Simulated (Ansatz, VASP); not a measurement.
# B in VASP and in Ansatz

Contents of INCAR:

```
SYSTEM = B
ALGO = Fast
EDIFF = 1E-6
ENCUT = 520
GGA = CA
ISIF = 2
ISMEAR = 0
LASPH = .True.
LCHARG = .False.
LREAL = .False.
LWAVE = .False.
NBANDS = 8
NELM = 100
PREC = Accurate
SIGMA = 0.15
```

File KPOINTS:

```
k-points
0
Gamma
  33 33 14
  0 0 0
```

POSCAR

```
B
1.0
    1.7024335758      0.0000000000      0.0000000000
   -0.8512167879      1.4890942321      0.0000000000
    0.0000000000      0.0000000000      3.6354228500
B
1
Direct
    0.0000000000      0.0000000000      0.0000000000
```

Input for Ansatz:

```yaml
crystal:
  lattice:
    - [1.7024335758, 0.0, 0.0]
    - [-0.8512167879, 1.4890942321, 0.0]
    - [0.0, 0.0, 3.63542285]
  atoms:
    - { symbol: B, position: [0.0, 0.0, 0.0] }
basis:
  ecutwfc: 420
kpoints:
  mp_grid: { grid: [33, 33, 14] }
hamiltonian:
  xc: lda
scf:
  occupations: { method: gaussian, width: 0.15 }
output:
  forces: true
  stress: true
  eigenvalues: true
```

Change from the starting cell: strain +0.0100 x Voigt [0, 1, 0, 0, 0, 0], atoms carried along.

Alike in both runs: task single point; functional LDA; k mesh 33 × 33 × 14; occupations gaussian, width 0.15 eV; no spin polarisation.

```csv
,VASP,Ansatz
version,VASP 6.6.1,Ansatz 0.2.0
potentials or method,"VASP PAW LDA potentials, release 64 (B)","scalar-relativistic, plane waves, PAW"
plane-wave cutoff (eV),520,420
valence electrons in the cell,3,3
```

Ansatz gave:

* gap on the k mesh at the Fermi level (eV): none
* pressure (GPa): -5.7
* largest component of the traceless stress (GPa): 4.64

Which values does VASP return?

gap on the k mesh at the Fermi level (eV): none; pressure (GPa): -5.6; largest component of the traceless stress (GPa): 4.55.

A gap of «none» marks a metal or a gap that the smearing closes.
